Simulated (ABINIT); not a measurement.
Crystal: SnSe.

```xyz
2
Lattice="0.0000 3.0100 3.0100 3.0100 0.0000 3.0100 3.0100 3.0100 0.0000" Properties=species:S:1:pos:R:3 pbc="T T T"
Sn    0.0000    0.0000    0.0000
Se    3.0100    3.0100    3.0100
```

Measurements of this composition are mostly on another form, of space group No. 62.

Base run:

- Program: ABINIT 10.8.3 (patched build)
- Functional: LDA
- Potentials or basis: PseudoDojo NC SR LDA v0.4 stringent
- Cutoff: 1306 eV
- k mesh: 6 × 6 × 6
- Occupations: fermi-dirac, width 0.05 eV
- Spin: no spin polarisation

Its results: band gap on the k mesh 0.60 eV, direct; pressure -4.7 GPa.

Task: The run is repeated on the same cell with these changes: potentials or basis from PseudoDojo NC SR LDA v0.4 stringent to PseudoDojo NC SR LDA v0.4.1 standard; cutoff from 1306 eV to 1088 eV; valence electrons from 46 to 30. What comes out?

Result: Band gap on the k mesh 0.60 eV, direct; pressure -3.8 GPa.

Caveats: spin-orbit coupling is left out, which moves the levels of the heavy elements.

A k mesh can miss the band edges.
